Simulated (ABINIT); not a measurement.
# HfO2 (Fm-3m) in ABINIT: further runs

The runs below take HfO2 through single point, with PBE.

Everything below comes from runs of ABINIT 10.8.3 (patched build). Logs are shortened: lines on timing, memory, paths and dates and some standing lists are left out, and cuts for length are marked. The log counts tension as positive stress, the text compression.

### 1 Starting point

Symmetry: Fm-3m, No. 225, cubic system. The conventional cell has a = 5.115 Å, b = 5.115 Å, c = 5.115 Å, α = 90.00°, β = 90.00°, γ = 90.00°. Hf (site symmetry m-3m) has 8 O at 2.21 Å as nearest neighbours. O (site symmetry -43m) has 4 Hf at 2.21 Å as nearest neighbours.

Measurements of this composition are mostly on another form, of space group No. 14.

### 2 Single point, PBE

File run.abi:

```
# Pseudopotentials
pp_dirpath "./"
pseudos "Hf.upf, O.upf"

# Structure
acell 3*1.0
rprim
     0.0000000000     4.8329745637     4.8329745637
     4.8329745637     0.0000000000     4.8329745637
     4.8329745637     4.8329745637     0.0000000000
ntypat 2
znucl 72 8
natom 3
typat 1 2 2
xred
     0.0000000000     0.0000000000     0.0000000000
     0.7500000000     0.7500000000     0.7500000000
     0.2500000000     0.2500000000     0.2500000000

# Plane-wave basis
ecut 35.0

# k points
kptopt 1
ngkpt 7 7 7
nshiftk 1
shiftk 0.0 0.0 0.0

# Exchange and correlation
ixc 11

# Bands and occupations
nband 16
occopt 3
tsmear 0.00183747

# SCF cycle
nstep 100
tolvrs 1.0e-10

# Output
iomode 3
prtwf 0
prteig 0
prtebands 0
enunit 1
prtden 1
prtvha 1
prtvclmb 1
prtpot 1
prtelf 1
```

Potentials or basis: PseudoDojo NC SR PBE v0.4.1 standard.

Command:

```bash
$ mpirun --bind-to none -np 4 abinit run.abi > log 2>&1
```

run.abo:

```text
.Version 10.8.3 of ABINIT
 Symmetries : space group Fm -3 m (#225); Bravais cF (face-center cubic)
================================================================================
 Values of the parameters that define the memory need of the present run
     intxc =       0    ionmov =       0      iscf =       7    lmnmax =       8
     lnmax =       8     mgfft =      40  mpssoang =       4    mqgrid =    3001
     natom =       3  nloc_mem =       1    nspden =       1   nspinor =       1
    nsppol =       1      nsym =      48    n1xccc =    2501    ntypat =       2
    occopt =       3   xclevel =       2
       mpw =        2247          nfft =       64000          nkpt =          20
================================================================================
================================================================================

--------------------------------------------------------------------------------
------------- Echo of variables that govern the present computation ------------
--------------------------------------------------------------------------------
 -outvars: echo values of preprocessed input variables --------
            acell      1.0000000000E+00  1.0000000000E+00  1.0000000000E+00 Bohr
              amu      1.78490000E+02  1.59994000E+01
             ecut      3.50000000E+01 Hartree
           enunit           1
              ixc          11
         kptrlatt        7    0    0      0    7    0      0    0    7
          kptrlen      4.78440072E+01
            natom           3
            nband          16
            ngfft          40      40      40
             nkpt          20
            nstep         100
             nsym          48
           ntypat           2
           occopt           3
        prtebands           0
           prteig           0
           prtelf           1
           prtpot           1
         prtvclmb           1
           prtvha           1
            prtwf           0
            rprim      0.0000000000E+00  4.8329745637E+00  4.8329745637E+00
                       4.8329745637E+00  0.0000000000E+00  4.8329745637E+00
                       4.8329745637E+00  4.8329745637E+00  0.0000000000E+00
          spgroup         225
           tolvrs      1.00000000E-10
           tsmear      1.83747000E-03 Hartree
            typat      1  2  2
           xangst      0.0000000000E+00  0.0000000000E+00  0.0000000000E+00
                       3.8362499974E+00  3.8362499974E+00  3.8362499974E+00
                       1.2787499991E+00  1.2787499991E+00  1.2787499991E+00
            xcart      0.0000000000E+00  0.0000000000E+00  0.0000000000E+00
                       7.2494618456E+00  7.2494618456E+00  7.2494618456E+00
                       2.4164872818E+00  2.4164872818E+00  2.4164872819E+00
             xred      0.0000000000E+00  0.0000000000E+00  0.0000000000E+00
                       7.5000000000E-01  7.5000000000E-01  7.5000000000E-01
                       2.5000000000E-01  2.5000000000E-01  2.5000000000E-01
            znucl       72.00000    8.00000

================================================================================

 chkinp: Checking input parameters for consistency.

================================================================================
== DATASET  1 ==================================================================

--- !DatasetInfo
iteration_state: {dtset: 1, }
dimensions: {natom: 3, nkpt: 20, mband: 16, nsppol: 1, nspinor: 1, nspden: 1, mpw: 2247, }
cutoff_energies: {ecut:  35.0, pawecutdg:  -1.0, }
electrons: {nelect:   2.40000000E+01, charge:   0.00000000E+00, occopt:   3.00000000E+00, tsmear:   1.83747000E-03, }
meta: {optdriver: 0, ionmov: 0, optcell: 0, iscf: 7, paral_kgb: 0, }
...

 Exchange-correlation functional for the present dataset will be:
  GGA: Perdew-Burke-Ernzerhof functional - ixc=11
  J.P.Perdew, K.Burke, M.Ernzerhof, PRL 77, 3865 (1996)

 Real(R)+Recip(G) space primitive vectors, cartesian coordinates (Bohr,Bohr^-1):
 R(1)=  0.0000000  4.8329746  4.8329746  G(1)= -0.1034560  0.1034560  0.1034560
 R(2)=  4.8329746  0.0000000  4.8329746  G(2)=  0.1034560 -0.1034560  0.1034560
 R(3)=  4.8329746  4.8329746  0.0000000  G(3)=  0.1034560  0.1034560 -0.1034560
 Unit cell volume ucvol=  2.2577379E+02 bohr^3
 Angles (23,13,12)=  6.00000000E+01  6.00000000E+01  6.00000000E+01 degrees

 getcut: wavevector=  0.0000  0.0000  0.0000  ngfft=  40  40  40
         ecut(hartree)=     35.000   => boxcut(ratio)=   2.19751

--- Pseudopotential description ------------------------------------------------
- pspini: atom type   1  psp file is ./Hf.upf
12 -101130 3 -1 1656                          pspcod,pspxc,lmax,lloc,mmax
     nproj     2     2     2     2

- pspini: atom type   2  psp file is ./O.upf
12 -101130 2 -1 936                           pspcod,pspxc,lmax,lloc,mmax
     nproj     2     2     1     0

   8.24044876E+02                                ecore*ucvol(ha*bohr**3)
--------------------------------------------------------------------------------

================================================================================

--- !BeginCycle
iteration_state: {dtset: 1, }
solver: {iscf: 7, nstep: 100, nline: 4, wfoptalg: 0, }
tolerances: {tolvrs: 1.00E-10, }
...

     iter   Etot(hartree)      deltaE(h)  residm     vres2
 ETOT  1  -89.385303913002    -8.939E+01 9.324E-02 1.323E+03
 ETOT  2  -89.113974136696     2.713E-01 3.520E-02 2.309E+03
 ETOT  3  -89.696125497867    -5.822E-01 9.528E-03 3.751E+01
 ETOT  4  -89.703417251414    -7.292E-03 5.803E-03 2.597E+00
 ETOT  5  -89.703814707048    -3.975E-04 6.723E-04 1.602E-01
 ETOT  6  -89.703855538549    -4.083E-05 1.150E-03 4.889E-03
 ETOT  7  -89.703856604532    -1.066E-06 2.787E-04 1.250E-05
 ETOT  8  -89.703856606276    -1.744E-09 4.864E-04 2.247E-06
 ETOT  9  -89.703856606601    -3.244E-10 1.074E-04 5.992E-08
 ETOT 10  -89.703856606606    -4.945E-12 1.864E-04 2.930E-09
 ETOT 11  -89.703856606608    -2.487E-12 4.555E-05 4.963E-11

 At SCF step   11       vres2   =  4.96E-11 < tolvrs=  1.00E-10 =>converged.

 Compute ELF
--------------------------------------------------------------------------------

 Compute kinetic energy density

 Compute gradient of the electron density
 Electron Localization Function (ELF) [min:0;max:1]
)     Maximum=    8.7009E-01  at reduced coord.    0.9250    0.9250    0.9500
)     Minimum=    8.4922E-04  at reduced coord.    0.2500    0.2500    0.2500
   Integrated=    7.6588E+01

--------------------------------------------------------------------------------
 End of ELF section

 Cartesian components of stress tensor (hartree/bohr^3)
  sigma(1 1)=  2.14977232E-04  sigma(3 2)=  0.00000000E+00
  sigma(2 2)=  2.14977232E-04  sigma(3 1)=  0.00000000E+00
  sigma(3 3)=  2.14977232E-04  sigma(2 1)=  0.00000000E+00

--- !ResultsGS
iteration_state: {dtset: 1, }
comment   : Summary of ground state results
lattice_vectors:
- [  0.0000000,   4.8329746,   4.8329746, ]
- [  4.8329746,   0.0000000,   4.8329746, ]
- [  4.8329746,   4.8329746,   0.0000000, ]
lattice_lengths: [   6.83486,    6.83486,    6.83486, ]
lattice_angles: [ 60.000,  60.000,  60.000, ] # degrees, (23, 13, 12)
lattice_volume:   2.2577379E+02
convergence: {deltae: -2.487E-12, res2:  4.963E-11, residm:  4.555E-05, diffor: null, }
etotal    :  -8.97038566E+01
entropy   :   0.00000000E+00
fermie    :   3.71774028E-01
cartesian_stress_tensor: # hartree/bohr^3
- [  2.14977232E-04,   0.00000000E+00,   0.00000000E+00, ]
- [  0.00000000E+00,   2.14977232E-04,   0.00000000E+00, ]
- [  0.00000000E+00,   0.00000000E+00,   2.14977232E-04, ]
pressure_GPa:  -6.3248E+00
xred      :
- [  0.0000E+00,   0.0000E+00,   0.0000E+00, Hf]
- [  7.5000E-01,   7.5000E-01,   7.5000E-01,  O]
- [  2.5000E-01,   2.5000E-01,   2.5000E-01,  O]
cartesian_forces: # hartree/bohr
- [ -2.97141529E-28,   2.97141529E-28,  -2.97141529E-28, ]
- [ -2.30284685E-27,   1.41142226E-27,   8.17139205E-28, ]
- [  2.59998838E-27,  -1.70856379E-27,  -5.19997676E-28, ]
force_length_stats: {min:   5.14664226E-28, max:   3.15428715E-27, mean:   2.16360610E-27, }
...

 Integrated electronic density in atomic spheres:
 ------------------------------------------------
 Atom  Sphere_radius  Integrated_density
    1        2.00000          8.27405937
    2        2.00000          6.34109784
    3        2.00000          6.34109784
================================================================================

 ----iterations are completed or convergence reached----

 Mean square residual over all n,k,spin=   68.975E-08; max=  45.547E-06
 reduced coordinates (array xred) for    3 atoms
       0.000000000000      0.000000000000      0.000000000000
       0.750000000000      0.750000000000      0.750000000000
       0.250000000000      0.250000000000      0.250000000000
 rms dE/dt=  7.1082E-27; max dE/dt=  1.0771E-26; dE/dt below (all hartree)
    1       0.000000000000      0.000000000000      0.000000000000
    2      -0.000000000000      0.000000000000      0.000000000000
    3       0.000000000000     -0.000000000000     -0.000000000000

 cartesian coordinates (angstrom) at end:
    1      0.00000000000000     0.00000000000000     0.00000000000000
    2      3.83624999737331     3.83624999737331     3.83624999737331
    3      1.27874999912444     1.27874999912444     1.27874999912444

 cartesian forces (hartree/bohr) at end:
    1     -0.00000000000000     0.00000000000000    -0.00000000000000
    2     -0.00000000000000     0.00000000000000     0.00000000000000
    3      0.00000000000000    -0.00000000000000    -0.00000000000000
 frms,max,avg= 1.4211630E-27 2.5999884E-27   0.000E+00  0.000E+00  0.000E+00 h/b

 cartesian forces (eV/Angstrom) at end:
    1     -0.00000000000000     0.00000000000000    -0.00000000000000
    2     -0.00000000000000     0.00000000000000     0.00000000000000
    3      0.00000000000000    -0.00000000000000    -0.00000000000000
 frms,max,avg= 7.3079142E-26 1.3369678E-25   0.000E+00  0.000E+00  0.000E+00 e/A
 length scales=  1.000000000000  1.000000000000  1.000000000000 bohr
              =  0.529177210544  0.529177210544  0.529177210544 angstroms
 Fermi (or HOMO) energy (eV) =  10.11649   Average Vxc (eV)= -12.00841
 Eigenvalues (   eV  ) for nkpt=  20  k points:
 kpt#   1, nband= 16, wtk=  0.00292, kpt=  0.0000  0.0000  0.0000 (reduced coord)
 -53.47029  -21.92924  -21.92924  -21.92924  -10.70562   -7.77917    2.62406    2.62406
   2.62406    7.20247    7.20247    7.20247   11.67282   11.67282   13.45250   17.91455
 prteigrs : prtvol=0 or 1, do not print more k-points.

--- !EnergyTerms
iteration_state     : {dtset: 1, }
comment             : Components of total free energy in Hartree
kinetic             :  3.66002404115562E+01
hartree             :  1.40556755187655E+01
xc                  : -2.26940474162769E+01
Ewald energy        : -6.72333631159552E+01
psp_core            :  3.64986952415374E+00
local_psp           : -5.16430674119507E+01
non_local_psp       : -2.43916411690094E+00
internal            : -8.97038566066084E+01
'-kT*entropy'       :  1.87991019907061E-15
total_energy        : -8.97038566066084E+01
total_energy_eV     : -2.44096628987651E+03
band_energy         : -7.94602056869238E+00
...

 Cartesian components of stress tensor (hartree/bohr^3)
  sigma(1 1)=  2.14977232E-04  sigma(3 2)=  0.00000000E+00
  sigma(2 2)=  2.14977232E-04  sigma(3 1)=  0.00000000E+00
  sigma(3 3)=  2.14977232E-04  sigma(2 1)=  0.00000000E+00

-Cartesian components of stress tensor (GPa)         [Pressure= -6.3248E+00 GPa]
- sigma(1 1)=  6.32484852E+00  sigma(3 2)=  0.00000000E+00
- sigma(2 2)=  6.32484852E+00  sigma(3 1)=  0.00000000E+00
- sigma(3 3)=  6.32484852E+00  sigma(2 1)=  0.00000000E+00

== END DATASET(S) ==============================================================
================================================================================

 -outvars: echo values of variables after computation  --------
            acell      1.0000000000E+00  1.0000000000E+00  1.0000000000E+00 Bohr
           etotal     -8.9703856607E+01
            fcart     -2.9714152918E-28  2.9714152918E-28 -2.9714152918E-28
                      -2.3028468512E-27  1.4114222636E-27  8.1713920525E-28
                       2.5999883803E-27 -1.7085637928E-27 -5.1999767607E-28
            rprim      0.0000000000E+00  4.8329745637E+00  4.8329745637E+00
                       4.8329745637E+00  0.0000000000E+00  4.8329745637E+00
                       4.8329745637E+00  4.8329745637E+00  0.0000000000E+00
           strten      2.1497723160E-04  2.1497723160E-04  2.1497723160E-04
                       0.0000000000E+00  0.0000000000E+00  0.0000000000E+00
           xangst      0.0000000000E+00  0.0000000000E+00  0.0000000000E+00
                       3.8362499974E+00  3.8362499974E+00  3.8362499974E+00
                       1.2787499991E+00  1.2787499991E+00  1.2787499991E+00
             xred      0.0000000000E+00  0.0000000000E+00  0.0000000000E+00
                       7.5000000000E-01  7.5000000000E-01  7.5000000000E-01
                       2.5000000000E-01  2.5000000000E-01  2.5000000000E-01
 Calculation completed.
```

Wall time 8.2 s (4 MPI ranks of Arm Neoverse V2, shared host); peak memory 0.28 GiB.

What came out:

```
Free energy                                           : -2440.9663 eV
Band gap on the k mesh                                : 3.95 eV, indirect (least direct gap 4.11 eV)
Valence electrons inside the program's atomic spheres : Hf 8.27; O 6.34
```

Caveat: the cutoff is too short for stress, so the log's stress isn't used; spin-orbit coupling is left out, which moves the levels of the heavy elements; an odd mesh through Γ misses points on the zone boundary, where band edges often lie.

### 3 Single point, PBE

File run.abi:

```
# Pseudopotentials
pp_dirpath "./"
pseudos "Hf.upf, O.upf"

# Structure
acell 3.6168511858 3.6168511858 3.6168511858 Angstrom
rprim
     0.0000000000     0.7071067812     0.7071067812
     0.7071067812     0.0000000000     0.7071067812
     0.7071067812     0.7071067812     0.0000000000
ntypat 2
znucl 72 8
natom 3
typat 1 2 2
xred
     0.0000000000     0.0000000000     0.0000000000
     0.7500000000     0.7500000000     0.7500000000
     0.2500000000     0.2500000000     0.2500000000

# Plane-wave basis
ecut 1088.455450 eV

# k points
kptopt 1
ngkpt 7 7 7
nshiftk 1
shiftk 0.0 0.0 0.0

# Exchange and correlation
ixc 11

# Bands and occupations
nband 23
occopt 3
tsmear 0.00183747

# SCF cycle
nstep 100
tolvrs 1.0e-10

# Output
iomode 3
prtwf 0
prtden 0
prteig 0
prtebands 0
```

Potentials or basis: Ansatz NC PBE.

Command:

```bash
$ abinit run.abi > log 2>&1
```

Wall time 54 s (1 thread of Intel Xeon Platinum 8488C (Sapphire Rapids), shared host); peak memory 0.09 GiB.

The run converged. Its results:

| Quantity | Value |
| --- | --- |
| Free energy | -8173.5128 eV |
| Band gap on the k mesh | 3.90 eV, indirect (least direct gap 4.06 eV) |
| Valence electrons inside the program's atomic spheres | Hf 22.15; O 6.35 |

Levels at points of the mesh, in eV from the valence-band top:
```
           k point  band 15  band 16  band 17  band 18  band 19  band 20  band 21  band 22  band 23
(0.00, 0.00, 0.00)    -5.14    -5.14    -0.52    -0.52    -0.52     3.91     3.91     5.67    10.20
```

Caveat: the cutoff is too short for stress, so the log's stress isn't used; spin-orbit coupling is left out, which moves the levels of the heavy elements; an odd mesh through Γ misses points on the zone boundary, where band edges often lie.
